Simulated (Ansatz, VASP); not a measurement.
# Al: VASP beside Ansatz

```xyz
1
Lattice="0.0000 2.0248 2.0248 2.0248 0.0000 2.0248 2.0248 2.0248 0.0000" Properties=species:S:1:pos:R:3 pbc="T T T"
Al    0.0000    0.0000    0.0000
```

Alike in both runs: task single point; functional PBE; k mesh 11 × 11 × 11; occupations gaussian, width 0.015 eV; no spin polarisation.

```csv
,VASP,Ansatz
version,VASP 6.6.1,Ansatz 0.2.0
potentials or method,"VASP PAW PBE potentials, release 64 (Al), cutoff 520 eV","all-electron LAPW, scalar-relativistic"
```

```csv
,VASP,Ansatz,Ansatz less VASP
gap on the k mesh at the Fermi level (eV),none,none,-
pressure (GPa),-0.5,-0.5,+0.04
```

A gap of «none» marks a metal or a gap that the smearing closes. Ansatz ran all-electron here, so the differences hold the error of VASP's frozen core and of both bases.
